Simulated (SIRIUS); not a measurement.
# Ti in SIRIUS: convergence with smearing width

Ti:

```xyz
2
Lattice="2.9500 0.0000 0.0000 -1.4750 2.5548 0.0000 0.0000 0.0000 4.6800" Properties=species:S:1:pos:R:3 pbc="T T T"
Ti    1.4750    0.8516    3.5100
Ti    0.0000    1.7032    1.1700
```

```yaml
Program: SIRIUS 7.12.0
Task: convergence study
Functional: PBEsol
Potentials_or_basis: all-electron FP-LAPW
Cutoff: 183 eV
Basis: apw+lo standard
k_mesh: 10 × 10 × 6
Occupations: fermi-dirac, width 0.3 eV
Spin: no spin polarisation
```

These are the settings of the first run; the series varies smearing width, with any setting tied to it.

Hardware: 1 thread of Arm Neoverse V1, on a shared host.

The values tried are 0.3 eV, 0.2 eV, 0.1 eV, 0.05 eV, 0.025 eV, 0.01 eV, loosest first. From which on does the energy stay within 1 meV/atom of the tightest run that finished?

From 0.1 eV on.

| smearing width | energy less the tightest run, at zero smearing (meV/atom) | SCF cycles | CPU time (s) | peak memory (GiB) |
| --- | --- | --- | --- | --- |
| 0.3 eV | 18.09 | 8 | 53 | 0.44 |
| 0.2 eV | 7.53 | 7 | 48 | 0.44 |
| 0.1 eV | -0.18 | 6 | 42 | 0.44 |
| 0.05 eV | -0.49 | 7 | 47 | 0.44 |
| 0.025 eV | -0.13 | 7 | 47 | 0.44 |
| 0.01 eV | 0.00 | 7 | 47 | 0.44 |

Narrower smearing needs a denser k mesh, so at a fixed mesh the narrowest width isn't the most accurate. The tightest run that finished is the yardstick and may itself not be fully converged.
